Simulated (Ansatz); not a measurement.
# BaTiO3 (R3m) in Ansatz: reference runs

How does BaTiO3 come out in PBE? The cell is run as given and disturbed.

All numbers are computed with Ansatz 0.2.0; they aren't measurements. Logs are shortened: lines on timing, memory, paths and dates and some standing lists are left out, and cuts for length are marked.

## (1) The structure

Symmetry: R3m, No. 160, trigonal system. Conventional cell: a = 5.655 Å, b = 5.655 Å, c = 6.955 Å, α = 90.00°, β = 90.00°, γ = 120.00°. Ba (site symmetry 3m) is surrounded by 12 O at 2.79 to 2.89 Å. Ti (site symmetry 3m) is surrounded by 6 O at 1.87 to 2.14 Å. O (site symmetry m) has 2 Ti at 1.87 to 2.14 Å as nearest neighbours.

## (2) Single point, PBE

Input file input.yaml:

```yaml
crystal:
  lattice:
    - [2.8273666084, 1.6323808724, 2.3183934932]
    - [-2.8273666084, 1.6323808724, 2.3183934932]
    - [0.0, -3.2647617449, 2.3183934932]
  atoms:
    - { symbol: Ba, position: [0.0, 0.0, 0.0] }
    - { symbol: Ti, position: [0.4845, 0.4845, 0.4845] }
    - { symbol: O, position: [0.5086, 0.0175, 0.5086] }
    - { symbol: O, position: [0.0175, 0.5086, 0.5086] }
    - { symbol: O, position: [0.5086, 0.5086, 0.0175] }
hamiltonian:
  xc: pbe
  pseudopotentials: { kind: paw }
kpoints:
  mp_grid: { grid: [7, 7, 7] }
scf:
  occupations: { method: fermi_dirac, width: 0.05 }
output:
  forces: true
  stress: true
  eigenvalues: true
  write_density: true
  write_potential: true
  elf: true
  volumetric_format: npy
```

Potentials or basis: Ansatz PAW.

Run with:

```bash
$ ansatz run input.yaml --threads 2 --pin off --max-ram 5120MiB --backend cpu --events-out ev --progress --plain --runs-dir out
```

Log:

```text
Warning: RAYON_NUM_THREADS=2 ignored (pool sized by the plan → 2); use --threads N
Engine: ansatz 0.2.0, x86_64-unknown-linux-gnu
Pseudopotentials: kind: paw
Pseudopotential: Ba, paw, valence charge 10, recommended cutoff 420 eV (normal), Ba.paw.azcp
Pseudopotential: Ti, paw, valence charge 12, recommended cutoff 420 eV (normal), Ti.paw.azcp
Pseudopotential: O, paw, valence charge 6, recommended cutoff 420 eV (normal), O.paw.azcp
Functional definition: PBE
  parameter kappa = 0.804
  parameter beta = 0.06672455060314922
  exchange = pbe_x(kappa = kappa, mu = beta*pi^2/3)
  correlation = pbe_c(beta = beta)
Crystal: 5 atoms, lattice volume = 64.201 Å³
Basis set: ecut = 420 eV, 1237 PW (Γ), exchange–correlation on 54×54×54 points (8 copies of the dense FFT grid, shifted against one another)
Bands: 25, of which v1, the nominal top of the filled ones, is band 20 counted from 1 (19 counted from 0)
Symmetry: 6 space group operations
Space group: R3m (ITA 160), of the structure as read, at distance tolerance 4.0e-5 Å
k-points: 44 of 343 (time reversal used)
Non-local potential: Ba, projectors of the file, l = 0: 3, l = 1: 2, l = 2: 2, l = 3: 2
Non-local potential: Ti, projectors of the file, l = 0: 3, l = 1: 2, l = 2: 3, l = 3: 1
Non-local potential: O, projectors of the file, l = 0: 2, l = 1: 2, l = 2: 1
PAW form: soft (Blöchl's): semilocal exchange-correlation on the pseudo side does not see the compensation charge
PAW one-centre angular grid: Ba, 194 points (default); XC on 64 Gauss nodes
PAW one-centre angular grid: Ti, 590 points (default); XC on 64 Gauss nodes
PAW one-centre angular grid: O, 110 points (default); XC on 64 Gauss nodes
Initial density: superposition of atomic densities (neutral atoms: chi_scale 0, normalization atom), corrected by the library's trained network
Initial wavefunctions: pseudopotential atomic-orbital guess
Functional: x = pbe(κ = 0.804, μ = 0.2195149727645171), c = pbe(β = 0.06672455060314922)
SCF iter   1: F=—  HF=-10159.592582 eV  |F-HF|=—  |Δ(HF+E_count)|=         —  Δρ=1.55e-3  dr2=9.38e-4  ethr=1.77e-3  ⟨swp⟩=6.0  Hψ=5482  notcnv=0
preconditioner: auto → Resta (q_TF=auto, 2.521 Å⁻¹)  ε∞=5.7  [insulator: Δε(μ)=2.479 eV  Ē_g=12.143 eV  σ=0.050 eV  W_gap=1.00  n_scr=18 (ndim 8)  ℏωp=26.2 eV  f_vac=0.000  D(μ)=0.00/eV (n_scr^D=0)  ε∞_Penn≈5.7]
SCF iter   2: F=—  HF=-10159.592944 eV  |F-HF|=—  |Δ(HF+E_count)|=   3.62e-4  Δρ=7.74e-4  dr2=2.50e-4  ethr=2.35e-6  ⟨swp⟩=2.0  Hψ=2226  notcnv=0
SCF iter   3: F=—  HF=-10159.593114 eV  |F-HF|=—  |Δ(HF+E_count)|=   1.70e-4  Δρ=1.08e-4  dr2=1.23e-5  ethr=6.25e-7  ⟨swp⟩=2.6  Hψ=1572  notcnv=0  defer=2
SCF iter   4: F=—  HF=-10159.592565 eV  |F-HF|=—  |Δ(HF+E_count)|=   5.50e-4  Δρ=5.37e-5  dr2=2.24e-6  ethr=3.08e-8  ⟨swp⟩=2.0  Hψ=1925  notcnv=0  defer=2
iter 5 did not close the SCF: its close was put off for the readings that it lacked (scf_convergence_deferred on its scf_iter line)
SCF iter   5: F=-10159.592565 eV  HF=-10159.592564 eV  |F-HF|=1.73e-8  |Δ(HF+E_count)|=   9.88e-8  Δρ=1.60e-5  dr2=9.84e-8  ethr=5.60e-9  ⟨swp⟩=2.7  Hψ=1913  notcnv=0  defer=2
SCF iter   6: F=-10159.592565 eV  HF=-10159.592565 eV  |F-HF|=1.93e-9  |Δ(HF+E_count)|=   5.44e-8  Δρ=3.15e-6  dr2=2.89e-9  ethr=2.46e-10  ⟨swp⟩=9.8  Hψ=8465  notcnv=0
SCF 1 converged in 6 iterations: F = -10159.592565 eV  dr2 = 2.89e-9
SCF converged after 6 iterations
Free energy (F): -10159.592565 eV
Harris-Foulkes:  -10159.592565 eV  (|F-HF|=1.93e-9)
Internal energy: -10159.592565 eV  (E = F + TS)
E sigma→0 (E₀):  -10159.592565 eV
Fermi energy:    11.461948 eV
--- Per-component energies (eV) ---
  E_band       = -139.649707
  E_kinetic    = 972.056062
  E_local      = -2119.657595  (includes V_loc(G=0)·N_el)
  E_nonlocal   = 203.972904
  E_hartree    = 830.179741
  E_xc         = -491.881972
  E_vxc        = -546.686307  (∫ρ·V_xc dr)
  E_paw        = -6745.055365  (= ΣΔE_a)
  E_vpaw       = -309.701936  (= ΣTr[D̂ρ^β])
  E_aug_tail   = 0.007345  (compensation charges beyond the density's cutoff)
  E_ewald      = -2809.213684
  E_smearing   = -0.000000  (= −TS)
  E_closure    = 0.000000  (closes the sum)
  Σ components = -10159.592565   (vs F -10159.592565, Δ=0.00e0)
--- Forces (eV/Å), atoms counted from 1 ---
  atom   1  Ba    -0.00000000     0.00000000    -0.13512616
  atom   2  Ti     0.00000000    -0.00000000     0.13820761
  atom   3  O      0.10679706    -0.06165931    -0.00102015
  atom   4  O     -0.10679706    -0.06165931    -0.00102015
  atom   5  O      0.00000000     0.12331862    -0.00102015
  max |Σ_I F_I| component: 2.10e-5 eV/Å
--- Stress (GPa, compression-positive) ---
        5.101483      -0.000000       0.000000
       -0.000000       5.101483       0.000000
        0.000000       0.000000       4.918965
  P = ⅓ Tr σ = 5.0406 GPa (50.406 kbar)
--- Band table (eV; the first three rows and the last of 44) ---
  k-point 0: bands = ["-45.9603", "-22.2317", "-22.2317", "-22.2272", "-14.3943", "-6.5403", "-5.8785", "-5.8785", "0.4150", "0.4150", "0.4172", "8.0621", "8.0621", "8.0624", "8.9171", "8.9171", "9.1504", "9.7435", "9.8742", "9.8742", "12.6687", "12.6687", "12.8151", "14.7890", "14.7890"]
  k-point 1: bands = ["-45.9602", "-22.2406", "-22.2313", "-22.2279", "-14.3721", "-6.5532", "-5.8723", "-5.8626", "0.4450", "0.4468", "0.4939", "7.7181", "8.0038", "8.0138", "8.7057", "8.7321", "9.0296", "9.4169", "9.7845", "9.8177", "12.7043", "12.9688", "12.9710", "14.7864", "15.2725"]
  k-point 2: bands = ["-45.9598", "-22.2626", "-22.2304", "-22.2272", "-14.3214", "-6.6443", "-5.8585", "-5.7523", "0.5144", "0.5181", "0.6664", "6.9992", "7.8139", "7.8295", "8.3882", "8.4386", "8.7686", "8.9269", "9.5382", "9.5977", "12.7698", "13.5081", "13.6009", "14.7774", "16.0072"]
  k-point 43: bands = ["-45.9579", "-22.2761", "-22.2759", "-22.2709", "-14.1408", "-5.7539", "-5.6814", "-5.6732", "-0.2320", "-0.2316", "-0.1201", "6.0431", "6.6761", "6.6904", "7.7205", "7.8976", "7.9449", "10.0902", "10.0960", "10.1632", "14.5217", "14.6750", "14.6756", "17.0469", "17.1072"]
```

Wall time 5.7 s (2 threads of AMD EPYC 7R43 (Zen 3), shared host); peak memory 0.47 GiB.

Results:

| Quantity | Value |
| --- | --- |
| Free energy | -10159.5926 eV |
| Pressure | 5.0 GPa |
| Largest force | 0.138 eV/Å |
| Band gap on the k mesh | 2.50 eV, indirect (least direct gap 2.79 eV) |

Forces in eV/Å, atoms in the order of the input:
```
Ba   0.000  0.000 -0.135
Ti   0.000  0.000  0.138
O    0.107 -0.062 -0.001
O   -0.107 -0.062 -0.001
O    0.000  0.123 -0.001
```

Stress tensor (GPa, compression positive):
```
5.10 0.00 0.00
0.00 5.10 0.00
0.00 0.00 4.92
```

Levels at points of the mesh, in eV from the valence-band top:
| k point | band 16 | band 17 | band 18 | band 19 | band 20 | band 21 | band 22 | band 23 | band 24 | band 25 |
| --- | --- | --- | --- | --- | --- | --- | --- | --- | --- | --- |
| (0.00, 0.00, 0.00) | -1.26 | -1.02 | -0.43 | -0.30 | -0.30 | 2.50 | 2.50 | 2.64 | 4.62 | 4.62 |

Caveat: odd divisions of the mesh miss points on the zone boundary, where band edges often lie, so the gap on the mesh can be too wide; the pressure holds a Pulay correction of +0.5 GPa for the finite cutoff; spin-orbit coupling is left out, which moves the levels of the heavy elements. A k mesh can miss the band edges.

## (3) Single point, PBE (atoms moved at random, drawn with an rms of 0.05 Å)

Input file input.yaml:

```yaml
crystal:
  lattice:
    - [2.8273666084, 1.6323808724, 2.3183934932]
    - [-2.8273666084, 1.6323808724, 2.3183934932]
    - [0.0, -3.2647617449, 2.3183934932]
  atoms:
    - { symbol: Ba, position: [-0.012677, -0.007979, 0.007118] }
    - { symbol: Ti, position: [0.483124, 0.472588, 0.482033] }
    - { symbol: O, position: [0.510502, 0.00929, 0.516531] }
    - { symbol: O, position: [0.021182, 0.520255, 0.513586] }
    - { symbol: O, position: [0.510776, 0.51392, 0.01422] }
hamiltonian:
  xc: pbe
  pseudopotentials: { kind: paw }
kpoints:
  mp_grid: { grid: [7, 7, 7] }
scf:
  occupations: { method: fermi_dirac, width: 0.05 }
output:
  forces: true
  stress: true
  eigenvalues: true
  write_density: true
  write_potential: true
  elf: true
  volumetric_format: npy
```

Potentials or basis: Ansatz PAW.

Run with:

```bash
$ ansatz run input.yaml --threads 2 --pin off --max-ram 5120MiB --backend cpu --events-out ev --progress --plain --runs-dir out
```

Run time: 19 s. Hardware: 2 threads of AMD EPYC 7R43 (Zen 3), shared host; peak memory 0.6 GiB.

Results (log left out):

| Item | Value |
| --- | --- |
| Free energy | -10159.5484 eV |
| Pressure | 5.3 GPa |
| Largest force | 0.536 eV/Å |
| Band gap on the k mesh | 2.61 eV, indirect (least direct gap 2.99 eV) |

Forces on the atoms (eV/Å):
```
Ba   0.201  0.295 -0.023
Ti  -0.297 -0.100  0.435
O   -0.285  0.317  0.096
O    0.150 -0.163 -0.456
O    0.232 -0.349 -0.053
```

Stress tensor (GPa, compression positive):
```
 5.14  0.24 -0.09
 0.24  4.87  0.44
-0.09  0.44  5.93
```

Levels at points of the mesh, in eV from the valence-band top:
```tsv
k point	band 17	band 18	band 19	band 20	band 21	band 22	band 23	band 24
(0.00, 0.00, 0.00)	-1.03	-0.52	-0.40	-0.38	2.61	2.73	2.93	4.72
```

Caveat: odd divisions of the mesh miss points on the zone boundary, where band edges often lie, so the gap on the mesh can be too wide; the pressure holds a Pulay correction of +0.5 GPa for the finite cutoff; spin-orbit coupling is left out, which moves the levels of the heavy elements. A k mesh can miss the band edges.
